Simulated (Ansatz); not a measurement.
`OC[SiH2]O[SiH3]` + `Brc1ccccc1` → `[SiH3]O[SiH2]Br` + `OCc1ccccc1`  (formal exchange of groups at the Si–C bond)

Program: Ansatz. Geometries: PBE0-D4/def2-TZVP. ΔE: electronic, gas phase. CCSD(T)/CBS is the MP2 limit (def2-TZVPP, def2-QZVPP) plus CCSD(T) − MP2 in def2-TZVPP, frozen cores. Functionals use def2-TZVPP. For Br outer-core shells are correlated without core-valence functions, which leaves a few kJ/mol of doubt a bond. Scalar relativity is left out up to krypton. Each species was taken in one conformer, which may not be the lowest.

| level | ΔE (kJ/mol) |
| --- | --- |
| PBE | -135.6 |
| MP2/def2-TZVPP | -139.7 |
| SCS-MP2/def2-QZVPP | -141.1 |
| CCSD/CBS(def2) | -146.7 |

Question: What does CCSD(T)/CBS give? (An estimate is asked.)

Answer: The calculation gave: -143.9 kJ/mol. The listed levels differ from it by 8.3, 4.2, 2.8, -2.8 kJ/mol.

Largest T1 diagnostic among the species: 0.011.

In def2-TZVPP, CCSD(T) changes the Hartree–Fock value by +19.3 kJ/mol (the triples alone add +2.8 kJ/mol) and MP2 by +18.4 kJ/mol. From PBE to PBE0 (25 % exact exchange), in def2-TZVPP and without D4, ΔE moves by −8.1 kJ/mol.

CCSD(T)/CBS has its own doubt, a few kJ/mol and more with outer-core shells, so smaller differences from it don't rank the levels.
